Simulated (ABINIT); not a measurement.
# SiC (Moissanite) (P6_3mc) in ABINIT: a series of runs, part 2 of 2

ABINIT 10.8.3 (patched build). The steps go on from the part before.

### Step 3. Equation of state, LDA-PZ

run.abi

```
ndtset 7
getwfk -1
scalecart1 3*0.9795861087
scalecart2 3*0.9864848297
scalecart3 3*0.9932883884
scalecart4 3*1.0000000000
scalecart5 3*1.0066227096
scalecart6 3*1.0131594038
scalecart7 3*1.0196128224

pp_dirpath "./"
pseudos "Si.LDA_PW-JTH.xml, C.LDA_PW-JTH.xml"

acell 3.076 3.076 5.048 Angstrom
rprim
     1.0000000000     0.0000000000     0.0000000000
    -0.5000000000     0.8660254038     0.0000000000
     0.0000000000     0.0000000000     1.0000000000
ntypat 2
znucl 14 6
natom 4
typat 1 1 2 2
xred
     0.6666666667     0.3333333333     0.5000000000
     0.3333333333     0.6666666667     0.0000000000
     0.6666666667     0.3333333333     0.8850000000
     0.3333333333     0.6666666667     0.3850000000

ecut 544.227725 eV
pawecutdg 40.0

kptopt 1
ngkpt 10 10 5
nshiftk 1
shiftk 0.0 0.0 0.0

ixc 2

nband 12
occopt 3
tsmear 0.05 eV

nstep 100
tolvrs 1.0e-9

iomode 3
prtwf 1
prtden 0
prteig 0
prtebands 0
enunit 1
```

Potentials or basis: JTH PAW LDA v2.0.

The run is started by

```console
$ abinit run.abi > log 2>&1
```

run.abo:

```text
.Version 10.8.3 of ABINIT
 DATASET    1 : space group P6_3 m c (#186); Bravais hP (primitive hexag.)
================================================================================
 Values of the parameters that define the memory need for DATASET  1.
     intxc =       0    ionmov =       0      iscf =      17    lmnmax =       8
     lnmax =       4     mgfft =      40  mpssoang =       2    mqgrid =    3001
     natom =       4  nloc_mem =       2    nspden =       1   nspinor =       1
    nsppol =       1      nsym =      12    n1xccc =       1    ntypat =       2
    occopt =       3   xclevel =       1
       mpw =        1135          nfft =       23040          nkpt =          42
 PAW method is used; the additional fine FFT grid is defined by:
   mgfftf=        54    nfftf =     69984
================================================================================
================================================================================
[... 71 lines left out ...]
 DATASET    7 : space group P6_3 m c (#186); Bravais hP (primitive hexag.)
[... 1602 lines left out ...]
                       1.3990712532E-28  8.0775416463E-29  1.4924508661E-02
[... 66 lines left out ...]
                      -2.8748683756E-17  1.7759294281E+00  0.0000000000E+00
                       1.5380000000E+00  8.8796471403E-01  4.4674800000E+00
                      -2.8748683756E-17  1.7759294281E+00  1.9434800000E+00
           xangst5     1.5481857274E+00  8.9384544647E-01  2.5407157190E+00
                       5.1470017518E-17  1.7876908929E+00  0.0000000000E+00
                       1.5481857274E+00  8.9384544647E-01  4.4970668227E+00
                       5.1470017518E-17  1.7876908929E+00  1.9563511037E+00
           xangst6     1.5582391630E+00  8.9964980026E-01  2.5572143352E+00
                       1.4163295263E-17  1.7992996005E+00  0.0000000000E+00
                       1.5582391630E+00  8.9964980026E-01  4.5262693733E+00
                       1.4163295263E-17  1.7992996005E+00  1.9690550381E+00
           xangst7     1.5681645209E+00  9.0538020826E-01  2.5735027637E+00
                      -2.3167126160E-17  1.8107604165E+00  0.0000000000E+00
                       1.5681645209E+00  9.0538020826E-01  4.5550998918E+00
                      -2.3167126160E-17  1.8107604165E+00  1.9815971281E+00
             xred      6.6666666667E-01  3.3333333333E-01  5.0000000000E-01
                       3.3333333333E-01  6.6666666667E-01  0.0000000000E+00
                       6.6666666667E-01  3.3333333333E-01  8.8500000000E-01
                       3.3333333333E-01  6.6666666667E-01  3.8500000000E-01
 Calculation completed.
```

It took 5.3 min on 1 thread of Arm Neoverse V1, shared host; peak memory 0.12 GiB.

Energy against volume, from the lowest point:
```tsv
volume (Å³/atom)	energy (meV/atom)
9.721	14.50
9.927	3.88
10.134	0.00
10.341	2.22
10.548	9.97
10.755	22.72
10.961	40.00
```

### Step 4. Band structure, BP86

run.abi

```
# Datasets: ground state, then fixed potential
ndtset 2

# Pseudopotentials
pp_dirpath "./"
pseudos "Si.GGA_PBE-JTH.xml, C.GGA_PBE-JTH.xml"

# Structure
acell 3.076 3.076 5.048 Angstrom
rprim
     1.0000000000     0.0000000000     0.0000000000
    -0.5000000000     0.8660254038     0.0000000000
     0.0000000000     0.0000000000     1.0000000000
ntypat 2
znucl 14 6
natom 4
typat 1 1 2 2
xcart
     1.5380000002     0.8879647139     2.5240000000
    -0.0000000002     1.7759294281     0.0000000000
     1.5380000002     0.8879647139     4.4674800000
    -0.0000000002     1.7759294281     1.9434800000 Angstrom

# Plane-wave basis
ecut 20.0
pawecutdg 40.0

# Exchange and correlation
ixc -106132

# Bands and occupations
occopt 3
tsmear 0.05 eV

# SCF cycle
nstep 100

# Output
iomode 3
prtwf 0
prteig 0
prtebands 0
prtden1 1
prtvha1 1
prtvclmb1 1
prtpot1 1

# Dataset 1
kptopt1 1
ngkpt1 10 10 5
nshiftk1 1
shiftk1 0.0 0.0 0.0
nband1 12
tolvrs1 1.0e-9

# Dataset 2: bands along G-M-K-G-A-L-H-A
iscf2 -2
getden2 1
nband2 16
nbdbuf2 2
tolwfr2 1.0e-12
kptopt2 -7
ndivsm2 6
prteig2 1
prtvol2 -3
kptbounds2
     0.0000000000     0.0000000000     0.0000000000
     0.5000000000     0.0000000000     0.0000000000
     0.3333333333     0.3333333333     0.0000000000
     0.0000000000     0.0000000000     0.0000000000
     0.0000000000     0.0000000000     0.5000000000
     0.5000000000     0.0000000000     0.5000000000
     0.3333333333     0.3333333333     0.5000000000
     0.0000000000     0.0000000000     0.5000000000
```

Potentials or basis: JTH PAW PBE v2.0.

The run is started by

```console
$ abinit run.abi > log 2>&1
```

Run time: 68 s. Hardware: 1 thread of Arm Neoverse V1, shared host; peak memory 0.12 GiB.

Results (log left out):

```
Free energy                                           : -529.8724 eV
Pressure                                              : 4.5 GPa
Largest force                                         : 0.753 eV/Å
Band gap on the k mesh                                : 2.57 eV, indirect (least direct gap 4.14 eV)
Band gap along the path                               : 2.41 eV, indirect (least direct gap 4.14 eV)
Valence electrons inside the program's atomic spheres : Si 1.67; C 2.58
```

Forces on the atoms (eV/Å):
```
Si   0.000  0.000  0.753
Si   0.000  0.000  0.753
C    0.000  0.000 -0.753
C    0.000  0.000 -0.753
```

Stress tensor (GPa, compression positive):
```
5.99 0.00 0.00
0.00 5.99 0.00
0.00 0.00 1.58
```

Levels at the corners of the path, in eV from the valence-band top:
```
point  band 6  band 7  band 8  band 9  band 10  band 11
    Γ   -0.28   -0.28    0.00    4.62     5.99     6.50
    M   -3.56   -3.25   -1.50    2.64     4.27     6.74
    K   -4.12   -4.03   -4.03    2.41     8.09     8.73
    Γ   -0.28   -0.28    0.00    4.62     5.99     6.50
    A   -0.97   -0.97   -0.97    5.69     5.69     7.19
    L   -2.70   -2.35   -2.35    3.22     3.22     5.04
    H   -5.84   -1.77   -1.77    4.86     4.86     6.06
    A   -0.97   -0.97   -0.97    5.69     5.69     7.19
```

Caveat: the PAW data sets were made with another functional, which shifts forces and pressure a little; the mesh misses the band edges, which the band path finds closer together.

### Step 5. Summary

| task | level | potentials or basis | cutoff (eV) | fine-grid cutoff | gap on the mesh (eV) | pressure (GPa) | largest force (eV/Å) |
| --- | --- | --- | --- | --- | --- | --- | --- |
| band structure | HCTH407 | PseudoDojo NC SR PBE v0.4.1 standard | 1116 | - | 2.91 | -1.2 | 0.74 |
| equation of state | LDA-PZ | JTH PAW LDA v2.0 | 544 | 1088.46 eV | - | - | - |
| band structure | BP86 | JTH PAW PBE v2.0 | 544 | 1088.46 eV | 2.57 | 4.5 | 0.75 |

Alike in all rows: no spin polarisation; cell as given; k mesh 10 × 10 × 5; smearing fermi-dirac 0.05 eV.

Caveats: the mesh misses the band edges, which the band path finds closer together (some runs); the potentials were made for another functional, which shifts forces and pressure (some runs); the PAW data sets were made with another functional, which shifts forces and pressure a little (some runs).

Absolute energies hang on the potentials; compare differences alone.
